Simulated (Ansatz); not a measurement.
The system is NiO.

```
CELL_PARAMETERS angstrom
0.00000 2.09131 2.09131
2.09131 0.00000 2.09131
2.09131 2.09131 0.00000
ATOMIC_POSITIONS crystal
Ni 0.00000 0.00000 0.00000
O 0.50000 0.50000 0.50000
```

Base run:

```yaml
Program: Ansatz 0.2.0
Functional: PBE
Potentials_or_basis: Ansatz PAW
Cutoff: "420 eV (not typed: the program's choice for these potentials)"
k_mesh: 11 × 11 × 11
Occupations: fermi-dirac, width 0.05 eV
Spin: no spin polarisation
```

Its results: band gap on the k mesh none (metal or under the smearing width); pressure -3.1 GPa.

Task: The run is repeated on the same cell with these changes: spin from no spin polarisation to collinear spin, random start. What comes out?

Result: Band gap on the k mesh none (metal or under the smearing width); pressure 4.3 GPa; net moment -1.75 μB per cell; site moments Ni -1.42; O -0.28 μB.

Caveats: semilocal functionals often make such compounds metallic where correlation or magnetic order opens a gap, which also shifts bond lengths; a cell with one magnetic atom can't hold antiferromagnetic order, which such compounds often take (some runs).
